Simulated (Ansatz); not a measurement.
**Elastic constants of PbF₂ (Fm-3m) under pressure**

```
CELL_PARAMETERS angstrom
0.00000 2.94934 2.94934
2.94934 0.00000 2.94934
2.94934 2.94934 0.00000
ATOMIC_POSITIONS crystal
Pb 0.00000 0.00000 0.00000
F 0.25000 0.25000 0.25000
F 0.75000 0.75000 0.75000
```

This is the zero-pressure cell. At each pressure cell and atoms are relaxed in this structure, and the constants are slopes of the stress at strains of ±0.005 with relaxed ions (the coefficients that govern stability under load). Level: PBEsol, PAW on Ansatz 0.2.0's default frozen-core files (fitted under PBE), scalar-relativistic; k mesh 6×6×6, strains of ±0.005, fixed occupations, cutoff 420 eV. P is the pressure of the relaxed cell, less that of this one.

| P (GPa) | V/V₀ | C11 (GPa) | C12 (GPa) | C44 (GPa) |
| --- | --- | --- | --- | --- |
| 0.00 | 1.0000 | 112.4 | 58.4 | 22.3 |
| 1.00 | 0.9874 | 116.7 | 63.2 | 22.5 |
| 2.00 | 0.9756 | 121.2 | 68.3 | 22.9 |
| 3.99 | 0.9543 | 129.5 | 77.9 | 22.9 |
| 7.00 | 0.9265 | 141.7 | 92.2 | 22.6 |
| 9.99 | ? | ? | ? | ? |
| 15.01 | 0.8691 | 171.1 | 128.6 | 18.6 |

Problem. Does the bulk modulus from the constants agree with the pressure-volume curve?

Solution. A third-order Birch-Murnaghan fit to the volumes shown (F against f, f = [(V₀/V)^(2/3) − 1]/2) gives B₀ = 76.4 GPa and B′ = 4.8. Its −V dP/dV stands beside (C11 + 2C12)/3:

```
P (GPa)  from P(V)  from the constants
   0.00       76.4                76.4
   1.00       81.1                81.0
   2.00       85.8                86.0
   3.99       95.0                95.1
   7.00      108.5               108.7
  15.01      143.1               142.7
```

Problem. What are the pressure derivatives at zero pressure?

Solution. Slopes at V₀ of quadratic fits in −ln(V/V₀) through the first four rows shown, divided by B₀: dC11/dP = 4.5, dC12/dP = 5.0, dC44/dP = 0.4. The mean slopes up to 2.0 GPa are 4.4, 5.0, 0.3; curvature and scatter of the constants part the two. The combination (dC11/dP + 2 dC12/dP)/3 = 4.8 stands against B′.

Problem. Fill the row at 9.99 GPa.

Solution. Cubic fits in −ln(V/V₀) through all rows shown give C11 = 153.1, C12 = 106.1, C44 = 21.6 GPa. Computed: V/V₀ = 0.9028, C11 (GPa) = 152.9, C12 (GPa) = 105.9, C44 (GPa) = 21.6.

Problem. Does a shear stiffness soften?

Solution. C44 goes from 22.3 to 18.6 GPa, through a maximum of 22.9 near 4 GPa; (C11 − C12)/2 goes from 27.0 to 21.3 GPa. C44 and (C11 − C12)/2 soften under pressure, though the lattice stays mechanically stable over this range.

Limits of these numbers: no other phase was computed; many crystals of this kind change structure within this range, and rows or crossings beyond such a change describe a metastable lattice; frozen-core PAW files fitted under PBE, their cores solved anew for the functional of the run; no spin-orbit coupling on heavy atoms; phonons weren't checked at these pressures.
